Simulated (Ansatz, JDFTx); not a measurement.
One calculation of MgO, 3 ways

The starting cell:

```xyz
2
Lattice="0.0000 2.0970 2.0970 2.0970 0.0000 2.0970 2.0970 2.0970 0.0000" Properties=species:S:1:pos:R:3 pbc="T T T"
Mg    0.0000    0.0000    0.0000
O     2.0970    2.0970    2.0970
```

The cell is a database's computed one, not the measured one.

Alike in all runs: task relaxation of cell and atoms; functional PBE; dispersion D3(BJ); k mesh 11 × 11 × 11; occupations fermi-dirac, width 0.05 eV; no spin polarisation; no spin-orbit coupling.

| program and potentials | plane-wave cutoff (eV) | notes | equilibrium volume (Å³/atom) |
| --- | --- | --- | --- |
| Ansatz, Ansatz PAW | 420 | - | 9.31 |
| JDFTx, PseudoDojo-SR-PBE-0.5-standard | 1143 | - | 9.30 |
| Ansatz, all-electron LAPW, scalar-relativistic | - | - | 9.32 |

The equilibrium volume spans 9.30 (JDFTx, PseudoDojo-SR-PBE-0.5-standard) to 9.32 Å³/atom (Ansatz, all-electron LAPW, scalar-relativistic), with all-electron results at 9.32. Relaxations stop with a little pressure left, so the last digit of a volume isn't settled.

Differences between rows come from potentials, basis sets and numerical settings, since the functional is the same but for its coding. Runs on potential files found faulty are left out.
